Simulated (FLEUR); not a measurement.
The system is Rb.

```
CELL_PARAMETERS angstrom
-2.80250 2.80250 2.80250
2.80250 -2.80250 2.80250
2.80250 2.80250 -2.80250
ATOMIC_POSITIONS crystal
Rb 0.00000 0.00000 0.00000
```

- Program: FLEUR MaX-R8.1 (later development tree)
- Task: single point
- Functional: PBE
- Potentials or basis: all-electron
- Basis: FLAPW
- Kmax: 3.8 1/bohr
- k mesh: 7 × 7 × 7
- Occupations: fermi-dirac, width 0.05 eV
- Spin: no spin polarisation
- Gmax: 11.8 1/bohr
- Muffin-tin radii: Rb 2.66 bohr
- lmax: Rb 11
- Local orbitals a species: Rb 5
- Max iterations: 60
- Mixing factor: 0.05
- Mixer: Anderson
- Mixer history: 15
- Density convergence: 1e-05 me/bohr^3

On this cell: band gap on the k mesh none (metal or under the smearing width).

The same run follows on a disturbed copy (cell strained at random at fixed volume):

```
Rb
1.0
    -2.92087    2.82641    2.71242
     2.91628   -2.85910    2.74053
     2.84329    2.78152   -2.74511
Rb
1
Direct
  0.00230 0.99471 0.99463
```

Problem. What changes?

Solution. The energy (extrapolated to zero smearing) moves by +0.1 meV/atom; band gap on the k mesh none (metal or under the smearing width).
